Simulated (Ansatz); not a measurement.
# MoSe2 (P6_3/mmc) in Ansatz: notebook

One crystal, MoSe2, is run at these levels: PBEsol, LDA; tasks: band structure.

Everything below comes from runs of Ansatz 0.2.0. Logs are shortened: lines on timing, memory, paths and dates and some standing lists are left out, and cuts for length are marked.

## Step 1: The structure

Symmetry: P6_3/mmc, No. 194, hexagonal system. The conventional cell has a = 3.288 Å, b = 3.288 Å, c = 12.900 Å, α = 90.00°, β = 90.00°, γ = 120.00°. Mo (site symmetry -6m2) is surrounded by 6 Se at 2.49 Å. Se (site symmetry 3m) has 3 Mo at 2.49 Å as nearest neighbours.

## Step 2: Band structure, PBEsol

File input.yaml:

```yaml
crystal:
  lattice:
    - [3.288, 0.0, 0.0]
    - [-1.644, 2.8474915276, 0.0]
    - [0.0, 0.0, 12.9]
  atoms:
    - { symbol: Mo, position: [0.6666666667, 0.3333333333, 0.75] }
    - { symbol: Mo, position: [0.3333333333, 0.6666666667, 0.25] }
    - { symbol: Se, position: [0.6666666667, 0.3333333333, 0.375] }
    - { symbol: Se, position: [0.3333333333, 0.6666666667, 0.875] }
    - { symbol: Se, position: [0.6666666667, 0.3333333333, 0.125] }
    - { symbol: Se, position: [0.3333333333, 0.6666666667, 0.625] }
kpoints:
  mp_grid: { grid: [9, 9, 2] }
  band_path:
    path:
      - [0.0, 0.0, 0.0]
      - [0.5, 0.0, 0.0]
      - [0.3333333333, 0.3333333333, 0.0]
      - [0.0, 0.0, 0.0]
      - [0.0, 0.0, 0.5]
      - [0.5, 0.0, 0.5]
      - [0.3333333333, 0.3333333333, 0.5]
      - [0.0, 0.0, 0.5]
    npoints: 8
scf:
  occupations: { method: fermi_dirac, width: 0.05 }
hamiltonian:
  xc: pbesol
  pseudopotentials: { kind: all_electron, lapw: { basis_error: 0.002 } }
output:
  forces: true
  stress: true
  eigenvalues: true
```

Potentials or basis: all-electron LAPW, scalar-relativistic.

Run with:

```bash
$ ansatz run input.yaml --threads 4 --pin off --max-ram 12288MiB --backend cpu --events-out ev --progress --plain --runs-dir out
```

Standard output:

```text
Warning: RAYON_NUM_THREADS=4 ignored (pool sized by the plan → 4); use --threads N
LAPW: plane waves up to 8.465 Å⁻¹, error target 2.0e-3 eV per atom; small_component_spin mean_spin; Se in spheres of 1.225 Å, 24 of its electrons in bands, Dirac shells []; Mo in spheres of 1.265 Å, 30 of its electrons in bands, Dirac shells [] (how accurate: hamiltonian.pseudopotentials.lapw.basis_error, Limitations)
Engine: ansatz 0.2.0, aarch64-unknown-linux-gnu
Pseudopotentials: kind: all_electron
Pseudopotential: Mo, LAPW, valence charge 30, lapw/all_electron/scalar/gaussian/Mo, Koelling and Harmon's equation, gaussian nucleus
Pseudopotential: Se, LAPW, valence charge 24, lapw/all_electron/scalar/gaussian/Se, Koelling and Harmon's equation, gaussian nucleus
Functional definition: PBEsol
  exchange = pbesol_x
  correlation = pbesol_c
Crystal: 6 atoms, lattice volume = 120.777 Å³
Basis set: ecut = 272.98079096706294 eV, 1241 PW (Γ), exchange–correlation at level 2
Bands: 94, of which v1, the nominal top of the filled ones, is band 78 counted from 1 (77 counted from 0)
Symmetry: 24 space group operations
Space group: P63/mmc (ITA 194), of the structure as read, at distance tolerance 4.9e-5 Å
k-points: 24 of 162
Non-local potential: Mo, projectors of the file, none
Non-local potential: Se, projectors of the file, none
Initial density: superposition of atomic densities (chi_scale 0.1, normalization cell, long waves kept (reshape's long-wave potential 0.17 eV rms))
Initial wavefunctions: plane waves of lowest kinetic energy (no species holds an atomic orbital)
Functional: x = pbesol(κ = 0.804, μ = 0.12345679012345678), c = pbesol(β = 0.046)
iter 1 solved again at ethr=2.54e-3 eV; its pass at ethr=1.00e-1 eV (dr2=3.96e0 eV) is discarded
SCF iter   1: F=—  HF=-484567.943317 eV  |F-HF|=—  |Δ(HF+E_count)|=         —  Δρ=5.05e-2  dr2=3.96e0  ethr=2.54e-3  ⟨swp⟩=2.0  Hψ=13935  notcnv=0
preconditioner: auto → Resta (q_TF=auto, 2.847 Å⁻¹)  ε∞=4.3  [insulator: Δε(μ)=0.860 eV  Ē_g=11.158 eV  σ=0.050 eV  W_gap=1.00  n_scr=52 (ndim 8)  ℏωp=20.3 eV  f_vac=0.137  D(μ)=0.00/eV (n_scr^D=0)  ε∞_Penn≈4.3]
SCF iter   2: F=—  HF=-484567.019233 eV  |F-HF|=—  |Δ(HF+E_count)|=   9.24e-1  Δρ=2.97e-2  dr2=4.99e0  ethr=2.54e-3  ⟨swp⟩=2.9  Hψ=7092  notcnv=0
SCF iter   3: F=—  HF=-484566.250670 eV  |F-HF|=—  |Δ(HF+E_count)|=   7.69e-1  Δρ=1.63e-2  dr2=4.76e-1  ethr=2.54e-3  ⟨swp⟩=2.3  Hψ=6279  notcnv=0
iter 4 solved again at ethr=1.33e-5 eV; its pass at ethr=3.05e-4 eV (dr2=2.08e-2 eV) is discarded
SCF iter   4: F=—  HF=-484566.106103 eV  |F-HF|=—  |Δ(HF+E_count)|=         —  Δρ=2.47e-3  dr2=2.08e-2  ethr=1.33e-5  ⟨swp⟩=2.0  Hψ=11654  notcnv=0
the basis was enlarged: its passes take 114.9 KiB over the memory plan, 4 of 4 planned eigensolver slots
SCF iter   5: F=—  HF=-484566.104394 eV  |F-HF|=—  |Δ(HF+E_count)|=   1.71e-3  Δρ=1.52e-3  dr2=5.45e-3  ethr=1.33e-5  ⟨swp⟩=2.0  Hψ=6655  notcnv=0
SCF iter   6: F=—  HF=-484566.103585 eV  |F-HF|=—  |Δ(HF+E_count)|=   8.09e-4  Δρ=7.50e-4  dr2=1.41e-3  ethr=3.49e-6  ⟨swp⟩=2.0  Hψ=6648  notcnv=0
SCF iter   7: F=—  HF=-484566.103649 eV  |F-HF|=—  |Δ(HF+E_count)|=   6.40e-5  Δρ=1.94e-4  dr2=1.49e-4  ethr=9.07e-7  ⟨swp⟩=2.0  Hψ=6649  notcnv=0
SCF iter   8: F=—  HF=-484566.103668 eV  |F-HF|=—  |Δ(HF+E_count)|=   1.95e-5  Δρ=1.12e-4  dr2=3.78e-5  ethr=9.57e-8  ⟨swp⟩=2.3  Hψ=6659  notcnv=0
SCF iter   9: F=—  HF=-484566.103671 eV  |F-HF|=—  |Δ(HF+E_count)|=   3.00e-6  Δρ=1.99e-5  dr2=7.66e-7  ethr=2.42e-8  ⟨swp⟩=2.8  Hψ=6717  notcnv=0
SCF iter  10: F=-484566.103672 eV  HF=-484566.103672 eV  |F-HF|=1.50e-8  |Δ(HF+E_count)|=   5.60e-7  Δρ=4.64e-6  dr2=3.59e-8  ethr=4.91e-10  ⟨swp⟩=3.0  Hψ=6910  notcnv=0
SCF 1 converged in 10 iterations: F = -484566.103672 eV  dr2 = 3.59e-8
NSCF: frozen V_eff on 57 k-points
SCF converged after 10 iterations
Free energy (F): -484566.103672 eV
Harris-Foulkes:  -484566.103672 eV  (|F-HF|=1.50e-8)
Internal energy: -484566.103664 eV  (E = F + TS)
E sigma→0 (E₀):  -484566.103668 eV
Entropy (-TS):   -0.000007 eV (-0.001 meV/atom)
Fermi energy:    13.920184 eV
--- Per-component energies (eV) ---
  E_band       = -14743.214645
  E_kinetic    = 498787.711494
  E_xc         = -16028.137251
  E_electrostatic = -967325.677907  (all electrons and nuclei)
  E_smearing   = -0.000007  (= −TS)
  E_closure    = 0.000000  (closes the sum)
  E_atoms      = -484522.973163  (free atoms, spherical and without spin; not in F)
  Σ components = -484566.103672   (vs F -484566.103672, Δ=0.00e0)
  Basis errors (estimates in eV, not in F): energy 8.1e-4 per atom: plane waves 7.2e-4 (4.2e-4 summed), levels above the bands 1.1e-79, relativity 3.1e-8, radial functions 9.4e-5, core shells 1.4e-6; eigenvalues (radial functions only) 2.9e-6; not estimated: angular momenta, meshes, grids; target (lapw.basis_error) 2.0e-3; muffin-tin radii Se 1.225 Å, Mo 1.265 Å
--- Forces (eV/Å), atoms counted from 1 ---
  atom   1  Mo     0.00000000     0.00000000     0.00000000
  atom   2  Mo    -0.00000000     0.00000000    -0.00000000
  atom   3  Se     0.00000000    -0.00000000     0.79585537
  atom   4  Se    -0.00000000     0.00000000     0.79585537
  atom   5  Se    -0.00000000    -0.00000000    -0.79585537
  atom   6  Se    -0.00000000     0.00000000    -0.79585537
  max |Σ_I F_I| component: 2.22e-16 eV/Å
--- Stress (GPa, compression-positive) ---
        1.319194       0.000000       0.000000
        0.000000       1.319194       0.000000
        0.000000       0.000000       6.986160
  P = ⅓ Tr σ = 3.2082 GPa (32.082 kbar)
--- Band table (eV; the first three rows and the last of 24) ---
  k-point 0: bands = ["-362.2567", "-362.2567", "-362.2318", "-362.2318", "-362.2318", "-362.2318", "-204.4118", "-204.4118", "-204.4118", "-204.4118", "-204.4049", "-204.4049", "-204.3885", "-204.3885", "-204.3885", "-204.3885", "-194.2460", "-194.2460", "-194.2460", "-194.2460", "-133.9298", "-133.9298", "-133.9298", "-133.9298", "-133.9298", "-133.9298", "-133.9298", "-133.9298", "-133.8752", "-133.8752", "-133.8751", "-133.8751", "-47.6539", "-47.6539", "-34.3786", "-34.3786", "-34.3786", "-34.3786", "-34.3781", "-34.3781", "-34.3780", "-34.3780", "-34.3408", "-34.3408", "-34.3406", "-34.3406", "-34.3394", "-34.3394", "-34.3392", "-34.3392", "-34.3254", "-34.3252", "-34.3222", "-34.3219", "-21.8579", "-21.8579", "-21.6737", "-21.6737", "-21.6737", "-21.6737", "-1.5539", "-1.3194", "-0.4382", "-0.0623", "6.8464", "7.8757", "10.1983", "10.6015", "10.6015", "10.6141", "10.6141", "11.6728", "11.6728", "11.7117", "11.7117", "12.4387", "12.6740", "13.5459", "15.9531", "15.9531", "16.0033", "16.0033", "16.2468", "16.2468", "16.4237", "16.4237", "18.6177", "19.0253", "21.3312", "21.5094", "21.7477", "23.2509", "23.6940", "23.6940"]
  k-point 1: bands = ["-362.2567", "-362.2567", "-362.2318", "-362.2318", "-362.2318", "-362.2318", "-204.4118", "-204.4118", "-204.4118", "-204.4118", "-204.4049", "-204.4049", "-204.3885", "-204.3885", "-204.3885", "-204.3885", "-194.2460", "-194.2460", "-194.2460", "-194.2460", "-133.9298", "-133.9298", "-133.9298", "-133.9298", "-133.9298", "-133.9298", "-133.9298", "-133.9298", "-133.8752", "-133.8752", "-133.8751", "-133.8751", "-47.6539", "-47.6539", "-34.3786", "-34.3786", "-34.3786", "-34.3786", "-34.3780", "-34.3780", "-34.3780", "-34.3780", "-34.3407", "-34.3407", "-34.3407", "-34.3407", "-34.3393", "-34.3393", "-34.3393", "-34.3393", "-34.3253", "-34.3253", "-34.3221", "-34.3221", "-21.8579", "-21.8579", "-21.6737", "-21.6737", "-21.6737", "-21.6737", "-1.4532", "-1.4532", "-0.2355", "-0.2355", "7.2748", "7.2748", "10.6077", "10.6077", "10.6077", "10.6077", "11.1569", "11.1569", "11.6922", "11.6922", "11.6922", "11.6922", "13.3497", "13.3497", "15.9703", "15.9703", "15.9703", "15.9703", "16.3428", "16.3428", "16.3428", "16.3428", "18.8533", "18.8533", "21.5006", "21.5006", "22.2052", "22.2052", "23.9033", "23.9033"]
  k-point 2: bands = ["-362.2567", "-362.2567", "-362.2318", "-362.2318", "-362.2318", "-362.2318", "-204.4118", "-204.4118", "-204.4118", "-204.4118", "-204.4049", "-204.4049", "-204.3885", "-204.3885", "-204.3885", "-204.3885", "-194.2460", "-194.2460", "-194.2460", "-194.2460", "-133.9298", "-133.9298", "-133.9298", "-133.9298", "-133.9298", "-133.9298", "-133.9298", "-133.9298", "-133.8752", "-133.8752", "-133.8751", "-133.8751", "-47.6510", "-47.6510", "-34.3785", "-34.3784", "-34.3781", "-34.3781", "-34.3781", "-34.3780", "-34.3775", "-34.3775", "-34.3409", "-34.3408", "-34.3407", "-34.3406", "-34.3397", "-34.3395", "-34.3395", "-34.3393", "-34.3252", "-34.3250", "-34.3219", "-34.3217", "-21.8504", "-21.8503", "-21.7074", "-21.7074", "-21.6813", "-21.6813", "-1.3792", "-1.1477", "-0.3431", "0.0152", "7.0515", "8.0741", "9.9201", "10.1774", "10.2074", "10.7734", "10.7952", "11.0553", "11.3957", "11.4432", "11.7850", "12.4520", "12.8591", "13.2325", "15.5757", "15.6389", "15.6810", "15.9190", "15.9589", "16.1743", "16.1934", "16.3088", "19.5266", "19.8674", "21.6364", "22.1986", "22.7517", "23.0810", "23.2524", "23.5738"]
  k-point 23: bands = ["-362.2567", "-362.2567", "-362.2318", "-362.2318", "-362.2318", "-362.2318", "-204.4118", "-204.4118", "-204.4118", "-204.4118", "-204.4049", "-204.4049", "-204.3885", "-204.3885", "-204.3885", "-204.3885", "-194.2460", "-194.2460", "-194.2460", "-194.2460", "-133.9298", "-133.9298", "-133.9298", "-133.9298", "-133.9298", "-133.9298", "-133.9298", "-133.9298", "-133.8752", "-133.8752", "-133.8751", "-133.8751", "-47.6260", "-47.6260", "-34.3766", "-34.3766", "-34.3756", "-34.3756", "-34.3753", "-34.3753", "-34.3750", "-34.3750", "-34.3425", "-34.3425", "-34.3412", "-34.3412", "-34.3405", "-34.3405", "-34.3398", "-34.3398", "-34.3230", "-34.3230", "-34.3195", "-34.3195", "-21.8900", "-21.8900", "-21.8484", "-21.8484", "-21.7847", "-21.7847", "0.6633", "0.6633", "0.8059", "0.8059", "7.7076", "7.7076", "8.2997", "8.2997", "8.8519", "8.8519", "9.2848", "9.2848", "10.2001", "10.2001", "10.9419", "10.9419", "12.9475", "12.9475", "14.4267", "14.4267", "15.7204", "15.7204", "16.2669", "16.2669", "17.5116", "17.5116", "19.6730", "19.6730", "20.5212", "20.5212", "22.0060", "22.0060", "24.0322", "24.0322"]
```

It took 42 s on 4 threads of Arm Neoverse V2, shared host; peak memory 0.84 GiB.

What came out:

- Free energy: -484566.1037 eV
- Pressure: 3.2 GPa
- Largest force: 0.796 eV/Å
- Band gap on the k mesh: 0.88 eV, indirect (least direct gap 1.38 eV)
- Band gap along the path: 0.85 eV, indirect (least direct gap 1.38 eV)

Forces in eV/Å, atoms in the order of the input:
```
Mo   0.000  0.000  0.000
Mo   0.000  0.000  0.000
Se   0.000  0.000  0.796
Se   0.000  0.000  0.796
Se   0.000  0.000 -0.796
Se   0.000  0.000 -0.796
```

Stress tensor (GPa, compression positive):
```
1.32 0.00 0.00
0.00 1.32 0.00
0.00 0.00 6.99
```

Levels at the corners of the path, in eV from the valence-band top:
| point | band 76 | band 77 | band 78 | band 79 | band 80 | band 81 |
| --- | --- | --- | --- | --- | --- | --- |
| Γ | -1.11 | -0.87 | 0.00 | 2.41 | 2.41 | 2.46 |
| M | -1.35 | -1.23 | -1.20 | 1.37 | 1.41 | 1.72 |
| K | -2.46 | -0.68 | -0.50 | 0.88 | 0.88 | 1.71 |
| Γ | -1.11 | -0.87 | 0.00 | 2.41 | 2.41 | 2.46 |
| A | -1.85 | -0.20 | -0.20 | 2.42 | 2.42 | 2.42 |
| L | -1.30 | -1.28 | -1.28 | 1.39 | 1.39 | 1.87 |
| H | -2.60 | -0.60 | -0.60 | 0.88 | 0.88 | 2.17 |
| A | -1.85 | -0.20 | -0.20 | 2.42 | 2.42 | 2.42 |

Caveat: the cell's inner coordinates are idealised or old, which leaves forces on the atoms; this functional lacks dispersion, which binds the layers, so the pressure and a relaxed spacing across them are unreliable.

## Step 3: Band structure, LDA

Changes to input.yaml since step 2:

```diff
@@ -28,3 +28,3 @@
 hamiltonian:
-  xc: pbesol
+  xc: lda
   pseudopotentials: { kind: all_electron, lapw: { basis_error: 0.002 } }
```

Potentials or basis: all-electron LAPW, scalar-relativistic.

Run with:

```bash
$ ansatz run input.yaml --threads 4 --pin off --max-ram 12288MiB --backend cpu --events-out ev --progress --plain --runs-dir out
```

Run time: 50 s. Hardware: 4 threads of Arm Neoverse V2, shared host; peak memory 0.84 GiB.

It converged, with:

```yaml
Free_energy: -484293.7993 eV
Pressure: 0.6 GPa
Largest_force: 0.586 eV/Å
Band_gap_on_the_k_mesh: 0.87 eV, indirect (least direct gap 1.37 eV)
Band_gap_along_the_path: 0.83 eV, indirect (least direct gap 1.37 eV)
```

Forces on the atoms (eV/Å):
```
Mo   0.000  0.000  0.000
Mo   0.000  0.000  0.000
Se   0.000  0.000  0.586
Se   0.000  0.000  0.586
Se   0.000  0.000 -0.586
Se   0.000  0.000 -0.586
```

Stress tensor (GPa, compression positive):
```
-1.09  0.00  0.00
 0.00 -1.09  0.00
 0.00  0.00  4.05
```

Levels at the corners of the path, in eV from the valence-band top:
```tsv
point	band 76	band 77	band 78	band 79	band 80	band 81
Γ	-1.11	-0.87	0.00	2.39	2.39	2.44
M	-1.33	-1.22	-1.20	1.35	1.40	1.70
K	-2.45	-0.69	-0.51	0.87	0.87	1.70
Γ	-1.11	-0.87	0.00	2.39	2.39	2.44
A	-1.86	-0.19	-0.19	2.41	2.41	2.41
L	-1.30	-1.26	-1.26	1.37	1.37	1.85
H	-2.60	-0.61	-0.61	0.87	0.87	2.16
A	-1.86	-0.19	-0.19	2.41	2.41	2.41
```

Caveat: the cell's inner coordinates are idealised or old, which leaves forces on the atoms.
